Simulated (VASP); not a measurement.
# NbH2 (Fm-3m) in VASP: single point with r2SCAN

Aim: the single point of NbH2 with r2SCAN.

Everything below comes from runs of VASP 6.6.1. Logs are shortened: lines on timing, memory, paths and dates and some standing lists are left out, and cuts for length are marked.

### Step 1. The crystal as given

Symmetry: Fm-3m, No. 225, cubic system. The conventional cell has a = 4.563 Å, b = 4.563 Å, c = 4.563 Å, α = 90.00°, β = 90.00°, γ = 90.00°. Around Nb (site symmetry m-3m) lie 8 H at 1.98 Å. H (site symmetry -43m) is surrounded by 4 Nb at 1.98 Å.

### Step 2. Single point, r2SCAN

POSCAR reads:

```
NbH2
1.0
    0.0000000000      2.2815000000      2.2815000000
    2.2815000000      0.0000000000      2.2815000000
    2.2815000000      2.2815000000      0.0000000000
Nb H
1 2
Direct
    0.0000000000      0.0000000000      0.0000000000
    0.2500000000      0.2500000000      0.2500000000
    0.7500000000      0.7500000000      0.7500000000
```

INCAR.step1 reads:

```
SYSTEM = NbH2
ALGO = Normal
EDIFF = 1E-4
ENCUT = 520
GGA = PE
ISMEAR = 0
LASPH = .TRUE.
LCHARG = .FALSE.
LREAL = .FALSE.
LWAVE = .TRUE.
NBANDS = 14
NELM = 100
PREC = Accurate
SIGMA = 0.1
```

INCAR.step2 reads:

```
SYSTEM = NbH2
ALGO = Normal
EDIFF = 1E-6
ENCUT = 520
ISIF = 2
ISMEAR = 0
ISTART = 1
LASPH = .TRUE.
LCHARG = .FALSE.
LMIXTAU = .TRUE.
LREAL = .FALSE.
LWAVE = .FALSE.
METAGGA = R2SCAN
NBANDS = 14
NELM = 100
PREC = Accurate
SIGMA = 0.1
```

KPOINTS reads:

```
k-points
0
G
  6 6 6
  0 0 0
```

Potentials or basis: VASP PAW PBE potentials, release 64 (Nb_sv, H).

Started as:

```sh
> cat potpaw_PBE.64/Nb_sv/POTCAR potpaw_PBE.64/H/POTCAR > POTCAR
> cp INCAR.step1 INCAR
> mpirun -np 1 vasp_std > vasp.out
> cp INCAR.step2 INCAR
> mpirun -np 1 vasp_std > vasp.out
```

OUTCAR:

```text
SYSTEM = NbH2
   EDIFF = 1E-6
   ENCUT = 520
   ISIF = 2
   ISMEAR = 0
   ISTART = 1
   LASPH = .TRUE.
   LREAL = .FALSE.
   METAGGA = R2SCAN
   NELM = 100
   PREC = Accurate

 ion  position               nearest neighbor table
   1  0.000  0.000  0.000-
   2  0.250  0.250  0.250-
   3  0.750  0.750  0.750-

  LATTYP: Found a face centered cubic cell.
 ALAT       =     4.5630000000

  Lattice vectors:

 A1 = (   0.0000000000,   2.2815000000,   2.2815000000)
 A2 = (   2.2815000000,   0.0000000000,   2.2815000000)
 A3 = (   2.2815000000,   2.2815000000,   0.0000000000)

Analysis of symmetry for initial positions (statically):
=====================================================================
 Subroutine PRICEL returns:
 Original cell was already a primitive cell.

 Routine SETGRP: Setting up the symmetry group for a
 face centered cubic supercell.

 Subroutine GETGRP returns: Found 48 space group operations
 (whereof 48 operations were pure point group operations)
 out of a pool of 48 trial point group operations.

The static configuration has the point symmetry O_h .

Analysis of symmetry for dynamics (positions and initial velocities):
=====================================================================
 Subroutine PRICEL returns:
 Original cell was already a primitive cell.

 Routine SETGRP: Setting up the symmetry group for a
 face centered cubic supercell.

 Subroutine GETGRP returns: Found 48 space group operations
 (whereof 48 operations were pure point group operations)
 out of a pool of 48 trial point group operations.

The dynamic configuration has the point symmetry O_h .

 Subroutine INISYM returns: Found 48 space group operations
 (whereof 48 operations are pure point group operations),
 and found     1 'primitive' translations

----------------------------------------------------------------------------------------

                                     Primitive cell

  volume of cell :      23.7515

  direct lattice vectors                    reciprocal lattice vectors
     0.000000000  2.281500000  2.281500000    -0.219154065  0.219154065  0.219154065
     2.281500000  0.000000000  2.281500000     0.219154065 -0.219154065  0.219154065
     2.281500000  2.281500000  0.000000000     0.219154065  0.219154065 -0.219154065

  length of vectors
     3.226528243  3.226528243  3.226528243     0.379585976  0.379585976  0.379585976

  position of ions in fractional coordinates (direct lattice)
     0.000000000  0.000000000  0.000000000
     0.250000000  0.250000000  0.250000000
     0.750000000  0.750000000  0.750000000

  ion indices of the primitive-cell ions
   primitive index   ion index
                 1           1
                 2           2
                 3           3

----------------------------------------------------------------------------------------

 KPOINTS: k-points

Automatic generation of k-mesh.
 Grid dimensions read from file:
 generate k-points for:    6    6    6

 Generating k-lattice:

  Cartesian coordinates                     Fractional coordinates (reciprocal lattice)
    -0.036525678  0.036525678  0.036525678     0.166666667  0.000000000  0.000000000
     0.036525678 -0.036525678  0.036525678     0.000000000  0.166666667  0.000000000
     0.036525678  0.036525678 -0.036525678     0.000000000  0.000000000  0.166666667

  Length of vectors
     0.063264329  0.063264329  0.063264329

  Shift w.r.t. Gamma in fractional coordinates (k-lattice)
     0.000000000  0.000000000  0.000000000

 Subroutine IBZKPT returns following result:
 ===========================================

 Found     16 irreducible k-points:

 Following reciprocal coordinates:
            Coordinates               Weight
  0.000000  0.000000  0.000000      1.000000
  0.166667  0.000000  0.000000      8.000000
  0.333333  0.000000  0.000000      8.000000
  0.500000  0.000000  0.000000      4.000000
  0.166667  0.166667  0.000000      6.000000
  0.333333  0.166667  0.000000     24.000000
[... 8 lines left out ...]
 -0.333333  0.333333  0.166667     24.000000
 -0.333333  0.500000  0.166667     12.000000
   k-points           NKPTS =     16   k-points in BZ     NKDIM =     16   number of bands    NBANDS=     14
   number of dos      NEDOS =    301   number of ions     NIONS =      3
   total plane-waves  NPLWV =  13824
   dimension x,y,z NGX =    24 NGY =   24 NGZ =   24
   dimension x,y,z NGXF=    48 NGYF=   48 NGZF=   48
   ions per type =               1   2
   NGX,Y,Z   is equivalent  to a cutoff of  12.37, 12.37, 12.37 a.u.
   NGXF,Y,Z  is equivalent  to a cutoff of  24.73, 24.73, 24.73 a.u.
 SYSTEM =  NbH2
   PREC   = accura    normal or accurate (medium, high low for compatibility)
   ISTART =      1    job   : 0-new  1-cont  2-samecut
   ICHARG =      0    charge: 1-file 2-atom 10-const
   ISPIN  =      1    spin polarized calculation?
   LNONCOLLINEAR =      F non collinear calculations
   LSORBIT =      F    spin-orbit coupling
   LASPH  =      T    aspherical Exc in radial PAW
   ENCUT  =  520.0 eV  38.22 Ry    6.18 a.u.   6.00  6.00  6.00*2*pi/ulx,y,z
   NELM   =    100;   NELMIN=  2; NELMDL=  0     # of ELM steps
   EDIFF  = 0.1E-05   stopping-criterion for ELM
   LREAL  =      F    real-space projection
   EDIFFG = 0.1E-04   stopping-criterion for IOM
   NSW    =      0    number of steps for IOM
   IBRION =     -1    ionic relax: 0-MD 1-quasi-New 2-CG
   NFREE  =      0    steps in history (QN), initial steepest desc. (CG)
   ISIF   =      2    stress and relaxation
   ISYM   =      2    0-nonsym 1-usesym 2-fastsym
   POTIM  = 0.5000    time-step for ionic-motion
   TEBEG  =    0.0;   TEEND  =   0.0 temperature during run
   PSTRESS=    0.0 pullay stress
   NELECT =      15.0000    total number of electrons
   NUPDOWN=      -1.0000    fix difference up-down
   EMIN   =  10.00;   EMAX   =-10.00  energy-range for DOS
   EFERMI =   0.00;   METHOD = LEGACY
   ISMEAR =     0;   SIGMA  =   0.10  broadening in eV -4-tet -1-fermi 0-gaus
   EFERMI_NEDOS =   21; number of points for ismear=-14 and -15
   IALGO  =     38    algorithm
   IMIX   =      4    mixing-type and parameters
     AMIX     =   0.40;   BMIX     =  1.00
     AMIX_MAG =   1.60;   BMIX_MAG =  1.00
  volume/ion in A,a.u.               =       7.92        53.43
  Fermi-wavevector in a.u.,A,eV,Ry     =   1.404564  2.654241 26.841563  1.972799
  Thomas-Fermi vector in A             =   2.527113
   LORBIT       =      0    0 simple, 1 ext, 2 COOP (PROOUT), +10 PAW based schemes
   METAGGA = R2SCAN    functional components
   LHFCALC =     F    Hartree Fock is set to
   AEXX    =    0.0000 exact exchange contribution
   IVDW    =     0    specifies the selected vdW correction
   LEPSILON=     F    determine dielectric tensor
   LRPA    =     F    only Hartree local field effects (RPA)
 non-spin polarized calculation
 Gauss-broadening in eV      SIGMA  =   0.10
  energy-cutoff  :      520.00
  volume of cell :       23.75
 maximum number of plane-waves:       650
   NGX = 11   NGY = 11   NGZ = 11

 number of electron      15.0000000 magnetization

 Free energy of the ion-electron system (eV)
  ---------------------------------------------------
  ext. energy  EPLUGINS =         0.00000000
  ---------------------------------------------------
  free energy    TOTEN  =       -32.60521743 eV

  energy without entropy =      -32.60119354  energy(sigma->0) =      -32.60320548

 E-fermi :   9.8127     XC(G=0): -12.9382

 val. band max:        9.7433809986   @ k =   0.3333   0.1667   0.0000
 cond. band min:      10.1291348290   @ k =   0.1667   0.1667   0.0000
 fundamental gap:      0.3857538304
 Fermi energy:         9.8126970647

 k-point     1 :       0.0000    0.0000    0.0000
  band No.  band energies     occupation
      1     -47.2767      2.00000
      2     -22.3209      2.00000
      3     -22.3209      2.00000
      4     -22.3208      2.00000
      5      -1.2724      2.00000
      6       8.5484      2.00000
      7       8.6641      2.00000
      8       8.6641      2.00000
      9       8.6641      2.00000
     10      11.4035      0.00000
     11      11.4035      0.00000
     12      22.8903      0.00000
     13      24.1590      0.00000
     14      24.1590      0.00000

 k-point     2 :       0.1667    0.0000    0.0000
  band No.  band energies     occupation
      1     -47.2538      2.00000
      2     -22.5095      2.00000
      3     -22.3436      2.00000
      4     -22.3436      2.00000
      5      -0.5340      2.00000
      6       5.5645      2.00000
      7       8.9895      2.00000
      8       8.9895      2.00000
      9      11.2015      0.00000
     10      11.2015      0.00000
     11      12.5458      0.00000
     12      19.8119      0.00000
     13      25.6063      0.00000
     14      25.6072      0.00000

 k-point     3 :       0.3333    0.0000    0.0000
  band No.  band energies     occupation
      1     -47.2075      2.00000
      2     -22.8708      2.00000
      3     -22.3888      2.00000
      4     -22.3888      2.00000
      5       0.8232      2.00000
      6       4.2767      2.00000
      7       9.0379      2.00000
      8       9.0379      2.00000
      9      11.8822      0.00000
     10      11.8822      0.00000
     11      15.1688      0.00000
     12      18.1684      0.00000
     13      22.0912      0.00000
     14      25.2011      0.00000

 k-point     4 :       0.5000    0.0000    0.0000
  band No.  band energies     occupation
      1     -47.1842      2.00000
      2     -23.0445      2.00000
      3     -22.4112      2.00000
      4     -22.4112      2.00000
      5       1.1361      2.00000
      6       4.6260      2.00000
      7       8.8359      2.00000
      8       8.8359      2.00000
      9      12.8041      0.00000
     10      12.8041      0.00000
     11      15.3447      0.00000
     12      16.4892      0.00000
     13      23.0076      0.00000
     14      23.0864      0.00000

 k-point     5 :       0.1667    0.1667    0.0000
  band No.  band energies     occupation
      1     -47.2461      2.00000
      2     -22.5108      2.00000
      3     -22.3813      2.00000
      4     -22.3813      2.00000
      5      -0.2541      2.00000
      6       5.0097      2.00000
      7       9.3187      2.00000
      8       9.3187      2.00000
      9      10.1291      0.00001
     10      11.7487      0.00000
     11      13.2642      0.00000
[... 140 lines left out ...]
 k-point    14 :       0.5000    0.3333    0.1667
  band No.  band energies     occupation
      1     -47.1768      2.00000
      2     -22.8687      2.00000
      3     -22.6069      2.00000
      4     -22.4699      2.00000
      5       2.4029      2.00000
      6       3.0564      2.00000
      7       7.5360      2.00000
      8      10.6435      0.00000
      9      11.2437      0.00000
     10      13.5250      0.00000
     11      17.3681      0.00000
     12      18.2004      0.00000
     13      19.8506      0.00000
     14      22.0309      0.00000

 k-point    15 :      -0.3333    0.3333    0.1667
  band No.  band energies     occupation
      1     -47.1614      2.00000
      2     -22.8825      2.00000
      3     -22.7043      2.00000
      4     -22.5065      2.00000
      5       2.5790      2.00000
      6       3.4653      2.00000
      7       7.1605      2.00000
      8      10.3477      0.00000
      9      12.3089      0.00000
     10      14.3940      0.00000
     11      15.5545      0.00000
     12      18.0675      0.00000
     13      19.6829      0.00000
     14      22.7353      0.00000

 k-point    16 :      -0.3333    0.5000    0.1667
  band No.  band energies     occupation
      1     -47.1538      2.00000
      2     -22.9151      2.00000
      3     -22.6805      2.00000
      4     -22.5656      2.00000
      5       2.5624      2.00000
      6       3.7855      2.00000
      7       6.3730      2.00000
      8      11.1407      0.00000
      9      13.0432      0.00000
     10      14.0713      0.00000
     11      16.1508      0.00000
     12      16.9600      0.00000
     13      19.9210      0.00000
     14      22.2971      0.00000

------------------------ aborting loop because EDIFF is reached ----------------------------------------

  FORCE on cell =-STRESS in cart. coord.  units (eV):
  Direction    XX          YY          ZZ          XY          YZ          ZX
  --------------------------------------------------------------------------------------
  -------------------------------------------------------------------------------------
  Total       -0.3755557     -0.3755557     -0.3755557      0.0000000      0.0000000      0.0000000
  in kB      -25.3334058    -25.3334058    -25.3334058      0.0000000      0.0000000      0.0000000
  external PRESSURE =     -25.3334058 kB  Pullay stress =       0.0000000 kB

 VOLUME and BASIS-vectors are now :
 -----------------------------------------------------------------------------
  energy-cutoff  :      520.00
  volume of cell :       23.75
      direct lattice vectors                 reciprocal lattice vectors
     0.000000000  2.281500000  2.281500000    -0.219154065  0.219154065  0.219154065
     2.281500000  0.000000000  2.281500000     0.219154065 -0.219154065  0.219154065
     2.281500000  2.281500000  0.000000000     0.219154065  0.219154065 -0.219154065

 POSITION                                       TOTAL-FORCE (eV/Angst)
 -----------------------------------------------------------------------------------
      0.00000      0.00000      0.00000        -0.000000     -0.000000     -0.000000
      1.14075      1.14075      1.14075         0.000000      0.000000      0.000000
      3.42225      3.42225      3.42225        -0.000000     -0.000000     -0.000000
 -----------------------------------------------------------------------------------
    total drift:                               -0.000000      0.000000      0.000000

  FREE ENERGIE OF THE ION-ELECTRON SYSTEM (eV)
  ---------------------------------------------------
  free  energy   TOTEN  =       -32.6052174268 eV

  energy  without entropy=      -32.6011935398  energy(sigma->0) =      -32.60320548
```

It took 12 s on 1 thread of Intel Xeon 6975P-C (Granite Rapids), shared host; peak memory 0.14 GiB.

Results:

```yaml
Free_energy: -32.6052 eV
Pressure: -2.5 GPa
Band_gap_on_the_k_mesh: none (metal or under the smearing width)
```

Caveat: the k mesh is coarse (spacing up to 0.40 Å⁻¹), so the values aren't converged; the PAW data sets were made with another functional, which shifts forces and pressure a little.
